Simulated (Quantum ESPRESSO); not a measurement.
A calculation with Quantum ESPRESSO 7.5 of KBr (ASE script, Cartesian positions):

File run.py:

```python
import numpy as np
from ase.calculators.espresso import Espresso, EspressoProfile
from ase.io import read

atoms = read('KBr.xyz')

input_data = {
    'control': {'calculation': 'scf', 'prefix': 'pwscf', 'outdir': './tmp', 'tprnfor': True, 'tstress': True, 'disk_io': 'nowf'},
    'system': {'ecutwfc': 60.0, 'ecutrho': 480.0, 'nbnd': 14, 'occupations': 'smearing', 'smearing': 'fd', 'degauss': 0.00367493},
    'electrons': {'conv_thr': 4e-10, 'electron_maxstep': 120, 'mixing_beta': 0.5},
}
pseudopotentials = {'Br': 'br_pbe_v1.4.uspp.F.UPF', 'K': 'K.pbe-spn-kjpaw_psl.1.0.0.UPF'}
profile = EspressoProfile(command='pw.x', pseudo_dir='pseudo')
dft = Espresso(profile=profile, input_data=input_data, pseudopotentials=pseudopotentials, kpts=(7, 7, 7), koffset=(0, 0, 0))
atoms.calc = dft

print(f'energy {atoms.get_potential_energy():.8f} eV')
print('forces (eV/A)')
print(np.round(atoms.get_forces(), 6))
print('stress (eV/A^3, Voigt)')
print(np.round(atoms.get_stress(), 8))
print(f'Fermi level {dft.get_fermi_level():.4f} eV')
```

File KBr.xyz:

```xyz
2
Lattice="4.0434990000 0.0000000000 0.0000000000 0.0000000000 4.0434990000 0.0000000000 0.0000000000 0.0000000000 4.0434990000" Properties=species:S:1:pos:R:3 pbc="T T T"
Br     2.0217495000      2.0217495000      2.0217495000
K      0.0000000000      0.0000000000      0.0000000000
```

Potentials or basis: SSSP 1.3 efficiency PBE.

Run with:

```console
$ OMP_NUM_THREADS=1 python run.py
```

Measurements of this composition are mostly on another form, of space group No. 225.

Write the same calculation in another form: native input, structure typed inline.

As run:

File pw.in:

```
&CONTROL
  calculation = 'scf'
  prefix = 'pwscf'
  outdir = './tmp'
  pseudo_dir = './pseudo'
  tprnfor = .true.
  tstress = .true.
  disk_io = 'nowf'
/
&SYSTEM
  ibrav = 0
  nat = 2
  ntyp = 2
  ecutwfc = 60
  ecutrho = 480
  nbnd = 14
  occupations = 'smearing'
  smearing = 'fd'
  degauss = 0.00367493
/
&ELECTRONS
  conv_thr = 4d-10
  electron_maxstep = 120
  mixing_beta = 0.5
/
ATOMIC_SPECIES
Br    79.9040 br_pbe_v1.4.uspp.F.UPF
K     39.0983 K.pbe-spn-kjpaw_psl.1.0.0.UPF
CELL_PARAMETERS angstrom
   4.0434990000    0.0000000000    0.0000000000
   0.0000000000    4.0434990000    0.0000000000
   0.0000000000    0.0000000000    4.0434990000
ATOMIC_POSITIONS crystal
Br     0.5000000000    0.5000000000    0.5000000000
K      0.0000000000    0.0000000000    0.0000000000
K_POINTS automatic
7 7 7 0 0 0
```

Potentials or basis: SSSP 1.3 efficiency PBE.

Launch:

```bash
$ OMP_NUM_THREADS=1 pw.x -in pw.in > pw.out
```

Both were run:

|  | ASE script, Cartesian positions | native input, structure typed inline |
| --- | --- | --- |
| Pressure | -0.1 GPa | -0.1 GPa |
| Band gap on the k mesh | 3.89 eV, indirect (least direct gap 4.12 eV) | 3.89 eV, indirect (least direct gap 4.12 eV) |

Keys that steer only the numerical path or the files written may differ.

Caveat: an odd mesh through Γ misses points on the zone boundary, where band edges often lie.
